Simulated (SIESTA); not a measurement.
The system is InAs.

```
CELL_PARAMETERS angstrom
0.00000 3.01800 3.01800
3.01800 0.00000 3.01800
3.01800 3.01800 0.00000
ATOMIC_POSITIONS crystal
In 0.00000 0.00000 0.00000
As 0.75000 0.75000 0.75000
```

Base run:

```yaml
Program: SIESTA 5.4.2
Functional: PBE
Potentials_or_basis: PseudoDojo 0.4 stringent (PBE files)
Basis: DZP (energy shift 0.003 Ry; two zetas on semicore shells)
Grid_cutoff: 500 Ry
Energy_shift: 0.003 Ry
k_mesh: 8 × 8 × 8
Occupations: fermi-dirac, width 0.05 eV
Spin: no spin polarisation
```

Its results: band gap on the k mesh 0.65 eV, direct; pressure 3.7 GPa.

Question: The run is repeated on the same cell with these changes: potentials or basis from PseudoDojo 0.4 stringent (PBE files) to PseudoDojo 0.4 standard (PBE files); valence electrons from 44 to 28. What comes out?

Answer: Band gap on the k mesh none (metal or under the smearing width); pressure 4.4 GPa.

Caveats: the basis of atomic orbitals isn't converged, which shifts pressures, moduli and gaps; short orbitals over semicore shells can move pressures by several GPa (some runs); the valence orbitals were made in a potential fitted to the semicore shell under them, which widens gaps by tenths of an eV or more (some runs); spin-orbit coupling is left out, which moves the levels of the heavy elements (some runs).

A k mesh can miss the band edges.
